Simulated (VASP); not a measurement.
OZnH2, 4 atoms in the cell. The cell holds a molecule in a box, 4 atoms: a = 10.000 Å, b = 13.000 Å, c = 11.000 Å, α = 90.00°, β = 90.00°, γ = 90.00°.  The cell isn't the ideal one: atoms moved at random, drawn with an rms of 0.02 Å.

* Program: VASP 6.6.1
* Task: relaxation of the atoms
* Functional: PBE
* Potentials or basis: VASP PAW PBE potentials, release 64 (O, Zn, H)
* Cutoff: 520 eV
* k mesh: 1 × 1 × 1
* Occupations: gaussian, width 0.01 eV
* Spin: no spin polarisation
* Further INCAR settings: ALGO = Normal; EDIFF = 1e-06; IBRION = 2; EDIFFG = -0.01; NSW = 60

Potentials or basis: VASP PAW PBE potentials, release 64 (O, Zn, H).

The run is started by

```bash
$ cat potpaw_PBE.64/O/POTCAR potpaw_PBE.64/Zn/POTCAR potpaw_PBE.64/H/POTCAR > POTCAR
$ mpirun -np 1 vasp_gam > vasp.out
```

Hardware: 1 thread of Intel(R) Xeon(R) Platinum 8259CL CPU @ 2.50GHz (Skylake/Cascade Lake), with other jobs on the host.

Task: How long does it take, and how much memory?

Result: Wall time 15 min on 1 thread of Intel(R) Xeon(R) Platinum 8259CL CPU @ 2.50GHz (Skylake/Cascade Lake), with other jobs on the host, peak memory 1.3 GiB. Counts: scf iterations 147, k points 1, ion steps 17.
